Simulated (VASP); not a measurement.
# K in VASP: settings compared, part 2 of 3

VASP 6.6.1. Earlier steps stand in the parts before.

## (3) Relaxation of the atoms, PBE

Contents of INCAR:

```
SYSTEM = K
  PREC = Accurate
  ENCUT = 600
  EDIFF = 1E-6
  ISMEAR = -1
  SIGMA = 0.05
  LREAL = .FALSE.
  LASPH = .TRUE.
  NELM = 80
  ALGO = Normal
  ISIF = 2
  LWAVE = .FALSE.
  LCHARG = .FALSE.
  LDIPOL = .TRUE.
  IDIPOL = 3
  DIPOL = 0.5 0.5 0.500
  GGA = PE
  IBRION = 2
  NSW = 60
  EDIFFG = -0.01
```

Contents of KPOINTS:

```
regular mesh
0
G
  5 5 1
  0 0 0
```

Contents of POSCAR:

```
K
1.0
    4.7623960204      0.0000000000      0.0000000000
   -2.3811980102      4.1243559365      0.0000000000
    0.0000000000      0.0000000000     30.6599426400
K
5
Selective dynamics
Direct
    0.6666666700      0.3333333400      0.2446188529  F F F
    0.3333333300      0.6666666600      0.3723094265  F F F
    0.6666666700      0.3333333400      0.5000000000  T T T
    0.3333333300      0.6666666600      0.6276905735  T T T
    0.6666666700      0.3333333400      0.7553811471  T T T
```

Potentials or basis: VASP PAW PBE potentials, release 54 (K_sv).

The run is started by

```console
$ cat potpaw_PBE.54/K_sv/POTCAR > POTCAR
$ mpirun -np 1 vasp_std > vasp.out
```

Run time: 13 min. Hardware: 1 thread of Intel Xeon 6975P-C (Granite Rapids), shared host; peak memory 0.87 GiB.

Results (log left out):

| Property | Result |
| --- | --- |
| Free energy | -5.0626 eV |
| Energy gained by relaxing | 1.3 meV/atom |
| Ionic steps | 13 |
| Band gap on the k mesh | none (metal or under the smearing width) |

The path:
```tsv
step	energy change (eV)	largest force (eV/Å)	pressure (GPa)
1	0.0000	0.0490	-0.11
2	-0.0002	0.0491	-0.11
3	-0.0006	0.0489	-0.11
4	-0.0015	0.0490	-0.11
5	-0.0027	0.0489	-0.10
6	-0.0036	0.0483	-0.10
7	-0.0036	0.0487	-0.10
8	-0.0038	0.0484	-0.10
9	-0.0043	0.0483	-0.09
10	-0.0046	0.0496	-0.09
11	-0.0050	0.0486	-0.09
12	-0.0057	0.0489	-0.08
13	-0.0064	0.0483	-0.07
```

Final structure:
```cif
data_structure
_symmetry_space_group_name_H-M 'P 1'
_symmetry_Int_Tables_number 1
_cell_length_a 4.7624
_cell_length_b 4.7624
_cell_length_c 30.6599
_cell_angle_alpha 90.000
_cell_angle_beta 90.000
_cell_angle_gamma 120.000
_cell_volume 602.22
loop_
_atom_site_label
_atom_site_type_symbol
_atom_site_fract_x
_atom_site_fract_y
_atom_site_fract_z
_atom_site_occupancy
K1 K 0.66667 0.33333 0.24462 1
K2 K 0.33333 0.66667 0.37231 1
K3 K 0.66667 0.33333 0.49771 1
K4 K 0.33333 0.66667 0.62287 1
K5 K 0.66667 0.33333 0.74373 1
```

Levels at points of the mesh, in eV from the Fermi level:
```
           k point  band 19  band 20  band 21  band 22  band 23  band 24  band 25  band 26  band 27
(0.00, 0.00, 0.00)   -15.67   -15.67    -2.11    -1.85    -1.44    -0.90    -0.25     0.54     1.05
```

## (4) Relaxation of the atoms, PBE

INCAR is that of step 3.

KPOINTS is that of step 3.

POSCAR is that of step 3.

Potentials or basis: VASP PAW PBE potentials, release 54 (K_pv).

The run is started by

```console
$ cat potpaw_PBE.54/K_pv/POTCAR > POTCAR
$ mpirun -np 1 vasp_std > vasp.out
```

OUTCAR:

```text
SYSTEM = K
   PREC = Accurate
   ENCUT = 600
   EDIFF = 1E-6
   ISMEAR = -1
   LREAL = .FALSE.
   LASPH = .TRUE.
   NELM = 80
   ISIF = 2
   GGA = PE
   IBRION = 2
   NSW = 60
   EDIFFG = -0.01

 ion  position               nearest neighbor table
   1  0.667  0.333  0.245-   2 4.78   2 4.78   2 4.78
   2  0.333  0.667  0.372-   3 4.78   3 4.78   1 4.78   1 4.78   3 4.78   1 4.78
   3  0.667  0.333  0.500-   2 4.78   4 4.78   2 4.78   4 4.78   2 4.78   4 4.78
   4  0.333  0.667  0.628-   3 4.78   3 4.78   5 4.78   5 4.78   3 4.78   5 4.78
   5  0.667  0.333  0.755-   4 4.78   4 4.78   4 4.78

  LATTYP: Found a hexagonal cell.
 ALAT       =     4.7623960204
 C/A-ratio  =     6.4379237906

  Lattice vectors:

 A1 = (   4.7623960204,   0.0000000000,   0.0000000000)
 A2 = (  -2.3811980102,   4.1243559365,   0.0000000000)
 A3 = (   0.0000000000,   0.0000000000,  30.6599426400)

Analysis of symmetry for initial positions (statically):
=====================================================================
 Subroutine PRICEL returns:
 Original cell was already a primitive cell.

 Routine SETGRP: Setting up the symmetry group for a
 hexagonal supercell.

 Subroutine GETGRP returns: Found 12 space group operations
 (whereof 12 operations were pure point group operations)
 out of a pool of 24 trial point group operations.

The static configuration has the point symmetry D_3h.

Analysis of symmetry for dynamics (positions and initial velocities):
=====================================================================
 Subroutine PRICEL returns:
 Original cell was already a primitive cell.

 Routine SETGRP: Setting up the symmetry group for a
 hexagonal supercell.

 Subroutine GETGRP returns: Found 12 space group operations
 (whereof 12 operations were pure point group operations)
 out of a pool of 24 trial point group operations.

The dynamic configuration has the point symmetry D_3h.

Analysis of constrained symmetry for selective dynamics:
=====================================================================
 Subroutine PRICEL returns:
 Original cell was already a primitive cell.

 Routine SETGRP: Setting up the symmetry group for a
 hexagonal supercell.

 Subroutine GETGRP returns: Found  6 space group operations
 (whereof  6 operations were pure point group operations)
 out of a pool of 24 trial point group operations.

The constrained configuration has the point symmetry C_3v.

 Subroutine INISYM returns: Found  6 space group operations
 (whereof  6 operations are pure point group operations),
 and found     1 'primitive' translations

----------------------------------------------------------------------------------------

                                     Primitive cell

  volume of cell :     602.2170

  direct lattice vectors                    reciprocal lattice vectors
     4.762396020  0.000000000  0.000000000     0.209978338  0.121231050  0.000000000
    -2.381198010  4.124355936  0.000000000     0.000000000  0.242462100  0.000000000
     0.000000000  0.000000000 30.659942640     0.000000000  0.000000000  0.032615847

  length of vectors
[... 73 lines left out ...]
   NFREE  =      1    steps in history (QN), initial steepest desc. (CG)
   ISIF   =      2    stress and relaxation
   ISYM   =      2    0-nonsym 1-usesym 2-fastsym
   POTIM  = 0.5000    time-step for ionic-motion
   TEBEG  =    0.0;   TEEND  =   0.0 temperature during run
   PSTRESS=    0.0 pullay stress
   NELECT =      35.0000    total number of electrons
   NUPDOWN=      -1.0000    fix difference up-down
   EMIN   =  10.00;   EMAX   =-10.00  energy-range for DOS
   EFERMI =   0.00;   METHOD = LEGACY
   ISMEAR =    -1;   SIGMA  =   0.05  broadening in eV -4-tet -1-fermi 0-gaus
   EFERMI_NEDOS =   21; number of points for ismear=-14 and -15
   IALGO  =     38    algorithm
   IMIX   =      4    mixing-type and parameters
     AMIX     =   0.40;   BMIX     =  1.00
     AMIX_MAG =   1.60;   BMIX_MAG =  1.00
  volume/ion in A,a.u.               =     120.44       812.79
  Fermi-wavevector in a.u.,A,eV,Ry     =   0.634132  1.198336  5.471226  0.402124
  Thomas-Fermi vector in A             =   1.698024
   LORBIT       =      0    0 simple, 1 ext, 2 COOP (PROOUT), +10 PAW based schemes
   GGA     = PE    functional components
   LHFCALC =     F    Hartree Fock is set to
   AEXX    =    0.0000 exact exchange contribution
   IVDW    =     0    specifies the selected vdW correction
   LEPSILON=     F    determine dielectric tensor
   LRPA    =     F    only Hartree local field effects (RPA)
 conjugate gradient relaxation of ions
 non-spin polarized calculation
  energy-cutoff  :      600.00
  volume of cell :      602.22
 maximum number of plane-waves:     20199
 NGX is ok and might be reduce to    40
   NGX = 19   NGY = 19   NGZ =123

--------------------------------------- Ionic step        1  -------------------------------------------

 number of electron      35.0000001 magnetization

 Free energy of the ion-electron system (eV)
  ---------------------------------------------------
  ext. energy  EPLUGINS =         0.00000000
  ---------------------------------------------------
  free energy    TOTEN  =        -4.95862545 eV

  energy without entropy =       -4.92809222  energy(sigma->0) =       -4.94335883

------------------------ aborting loop because EDIFF is reached ----------------------------------------

  FORCE on cell =-STRESS in cart. coord.  units (eV):
  Direction    XX          YY          ZZ          XY          YZ          ZX
  --------------------------------------------------------------------------------------
  -------------------------------------------------------------------------------------
  Total       -0.3337346     -0.3337346     -0.5165065      0.0000000      0.0000000     -0.0000000
  in kB       -0.8878894     -0.8878894     -1.3741476      0.0000000      0.0000000     -0.0000000
  external PRESSURE =      -1.0499755 kB  Pullay stress =       0.0000000 kB
[... 98 lines left out ...]
  FREE ENERGIE OF THE ION-ELECTRON SYSTEM (eV)
  ---------------------------------------------------
  free  energy   TOTEN  =        -4.9592424880 eV

  energy  without entropy=       -4.9288081906  energy(sigma->0) =       -4.94402534

[... ionic steps 4 to 10 ...]

--------------------------------------- Ionic step       11  -------------------------------------------

 number of electron      35.0000002 magnetization

------------------------ aborting loop because EDIFF is reached ----------------------------------------
[... 67 lines left out ...]
  FREE ENERGIE OF THE ION-ELECTRON SYSTEM (eV)
  ---------------------------------------------------
  free  energy   TOTEN  =        -4.9643139848 eV

  energy  without entropy=       -4.9357611235  energy(sigma->0) =       -4.95003755

 dipolmoment           0.000000      0.000000      0.011284 electrons x Angstroem

--------------------------------------- Ionic step       13  -------------------------------------------

 number of electron      35.0000002 magnetization

 dipolmoment           0.000000      0.000000     -0.002153 electrons x Angstroem

 Free energy of the ion-electron system (eV)
  ---------------------------------------------------
  ext. energy  EPLUGINS =         0.00000000
  ---------------------------------------------------
  free energy    TOTEN  =        -4.96490824 eV

  energy without entropy =       -4.93703415  energy(sigma->0) =       -4.95097119

 E-fermi :  -1.5367     XC(G=0):  -3.8997

 val. band max:       -1.7924553649   @ k =   0.0000   0.0000   0.0000
 cond. band min:      -1.5295308251   @ k =   0.4000   0.0000   0.0000
 fundamental gap:      0.2629245398
 Fermi energy:        -1.5367347190

 k-point     1 :       0.0000    0.0000    0.0000
  band No.  band energies     occupation
      1     -17.3755      2.00000
      2     -17.3711      2.00000
      3     -17.3183      2.00000
      4     -17.3183      2.00000
      5     -17.3173      2.00000
      6     -17.3173      2.00000
[... 109 lines left out ...]
     20      -0.6354      0.00000
     21      -0.5350      0.00000

------------------------ aborting loop because EDIFF is reached ----------------------------------------

 vacuum level on the upper side and lower side of the slab       (xc-potential included)        -0.207        -0.263

  FORCE on cell =-STRESS in cart. coord.  units (eV):
  Direction    XX          YY          ZZ          XY          YZ          ZX
  --------------------------------------------------------------------------------------
  -------------------------------------------------------------------------------------
  Total       -0.2801485     -0.2801485     -0.1732161      0.0000000     -0.0000000      0.0000000
  in kB       -0.7453254     -0.7453254     -0.4608355      0.0000000     -0.0000000      0.0000000
  external PRESSURE =      -0.6504954 kB  Pullay stress =       0.0000000 kB
[... 20 lines left out ...]
  FREE ENERGIE OF THE ION-ELECTRON SYSTEM (eV)
  ---------------------------------------------------
  free  energy   TOTEN  =        -4.9649082404 eV

  energy  without entropy=       -4.9370341460  energy(sigma->0) =       -4.95097119

 reached required accuracy - stopping structural energy minimisation

 vacuum level on the upper side and lower side of the slab         0.587         0.465
```

It took 9.3 min on 1 thread of Intel Xeon 6975P-C (Granite Rapids), shared host; peak memory 0.83 GiB.

What came out:

```
Free energy               : -4.9649 eV
Energy gained by relaxing : 1.3 meV/atom
Ionic steps               : 13
Band gap on the k mesh    : none (metal or under the smearing width)
```

Step by step:
```
step  energy change (eV)  largest force (eV/Å)  pressure (GPa)
   1              0.0000                0.0485           -0.10
   2             -0.0002                0.0485           -0.10
   3             -0.0006                0.0484           -0.10
   4             -0.0014                0.0484           -0.10
   5             -0.0027                0.0482           -0.10
   6             -0.0035                0.0478           -0.09
   7             -0.0035                0.0480           -0.09
   8             -0.0037                0.0480           -0.09
   9             -0.0042                0.0484           -0.09
  10             -0.0046                0.0491           -0.08
  11             -0.0049                0.0489           -0.08
  12             -0.0057                0.0481           -0.08
  13             -0.0063                0.0486           -0.07
```

Final structure:
```cif
data_structure
_symmetry_space_group_name_H-M 'P 1'
_symmetry_Int_Tables_number 1
_cell_length_a 4.7624
_cell_length_b 4.7624
_cell_length_c 30.6599
_cell_angle_alpha 90.000
_cell_angle_beta 90.000
_cell_angle_gamma 120.000
_cell_volume 602.22
loop_
_atom_site_label
_atom_site_type_symbol
_atom_site_fract_x
_atom_site_fract_y
_atom_site_fract_z
_atom_site_occupancy
K1 K 0.66667 0.33333 0.24462 1
K2 K 0.33333 0.66667 0.37231 1
K3 K 0.66667 0.33333 0.49721 1
K4 K 0.33333 0.66667 0.62274 1
K5 K 0.66667 0.33333 0.74391 1
```

Levels at points of the mesh, in eV from the Fermi level:
```
           k point  band 16  band 17  band 18  band 19  band 20  band 21
(0.00, 0.00, 0.00)    -2.11    -1.85    -1.44    -0.90    -0.26     0.55
```

(Part 2 of 3 ends here.)
